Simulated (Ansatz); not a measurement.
## C: stationary points along a deformation path

Theory: DFT PBE, scalar-relativistic, plane waves, PAW in Ansatz 0.2.0. The runs took a 420 eV cutoff, a Γ-centred 12×12×12 mesh and Gaussian smearing (0.05 eV). No spin polarisation. Energies are free energies at this smearing, counted from the undisturbed cell; pressure is positive in compression.

The undisturbed cell (relaxed at this level):

```
CELL_PARAMETERS angstrom
0.00000 1.78574 1.78574
1.78574 0.00000 1.78574
1.78574 1.78574 0.00000
ATOMIC_POSITIONS crystal
C 0.50000 0.50000 0.50000
C 0.75000 0.75000 0.75000
```

At fixed volume and fractional coordinates, lengths along (0.000, 0.000, 1.000) are scaled against those across it; ρ is that ratio over its starting value. V = 5.694 Å³/atom. Δσ is the stress along the axis less the mean stress across it (compression positive).

```csv
ρ,ΔE (meV/atom),Δσ (GPa),space group
0.650,1341.4,188.80,I4_1/amd
0.707,965.4,183.26,I4_1/amd
0.780,556.0,164.84,I4_1/amd
0.850,257.0,124.91,I4_1/amd
0.920,71.9,70.52,I4_1/amd
0.960,17.8,36.23,I4_1/amd
1.000,0.0,0.00,Fd-3m
1.050,27.0,-47.44,I4_1/amd
1.100,106.0,-96.59,I4_1/amd
1.200,407.4,-197.55,I4_1/amd
1.300,876.8,-298.49,I4_1/amd
1.414,1576.1,-391.42,I4_1/amd
1.500,2134.1,-392.10,I4_1/amd
```

Question: How does the stress give the slope of the energy, and where is the energy stationary?

Answer: Along the path d ln(length) is 2/3 d ln ρ on the axis and −1/3 d ln ρ across it, so dE/d ln ρ = −(2/3) V Δσ: the energy falls with ρ where Δσ is positive. Δσ vanishes or changes sign at ρ = 1.000 (Fd-3m), a minimum at 0.0 meV/atom. Pairs of stationary points between two samples would go unseen, and could change a minimum read from distant neighbours into a maximum. At ρ = 1.000 the cell is cubic, where symmetry alone makes the stress isotropic and the slope zero.

Question: Which shear constant sets the curvature at ρ = 1?

Answer: For a cubic crystal E/V = (2/3) C (ln ρ)² with C = C′ = (C11 − C12)/2, so Δσ = −2C ln ρ. The parabola of Δσ against ln ρ through ρ = 0.960, 1 and 1.050 gives C ≈ 463 GPa with the ions clamped, rough because the steps are large.

Question: Integrate that slope from ρ = 1 to 0.850 by the trapezoid rule.

Answer: With V/N in Å³ and 1 eV/Å³ = 160.2 GPa the slopes at ρ = 1.000, 0.960, 0.920, 0.850 are 0, -858, -1671, -2960 meV/atom per unit of ln ρ. The steps add 17.5 + 53.8 + 183.2 = 254.6 meV/atom, against 257.0 from the energies; the trapezoid rule misses the curvature of the slope within each step.

The gap closes along the scan, which can put kinks into the curve.

Cost: 13 runs of about 0.21 core-minutes in all, on Arm Neoverse V2 (shared hosts).